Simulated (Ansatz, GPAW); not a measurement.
**Ir: programs and potentials compared**

```
Ir
1.0
     0.00000    1.91560    1.91560
     1.91560    0.00000    1.91560
     1.91560    1.91560    0.00000
Ir
1
Direct
  0.00000 0.00000 0.00000
```

Alike in all runs: task single point; functional PBE; k mesh 12 × 12 × 12; occupations gaussian, width 0.011 eV; no spin polarisation; no spin-orbit coupling. Pressure is positive in compression and, in plane waves, holds the error of the finite cutoff, which Ansatz's Pulay term estimates and takes out.

```json
{"program and potentials": "Ansatz, Ansatz PAW", "plane-wave cutoff (eV)": "420", "notes": "17 valence electrons an atom on average; Pulay term of +0.09 GPa included", "band gap (eV)": "no gap", "pressure (GPa)": "11.11"}
{"program and potentials": "Ansatz, all-electron LAPW, scalar-relativistic", "plane-wave cutoff (eV)": "-", "notes": "-", "band gap (eV)": "no gap", "pressure (GPa)": "11.04"}
{"program and potentials": "GPAW, GPAW PAW data sets (gpaw-data 1.2.1)", "plane-wave cutoff (eV)": "600", "notes": "15 valence electrons an atom on average", "band gap (eV)": "no gap", "pressure (GPa)": "9.81"}
```

None finds a gap. The pressure spans 9.81 (GPAW, GPAW PAW data sets (gpaw-data 1.2.1)) to 11.11 GPa (Ansatz, Ansatz PAW), with all-electron results at 11.04. The cell lies far from this level's equilibrium.

Differences between rows come from potentials, basis sets and numerical settings, since the functional is the same but for its coding. Runs on potential files found faulty are left out.
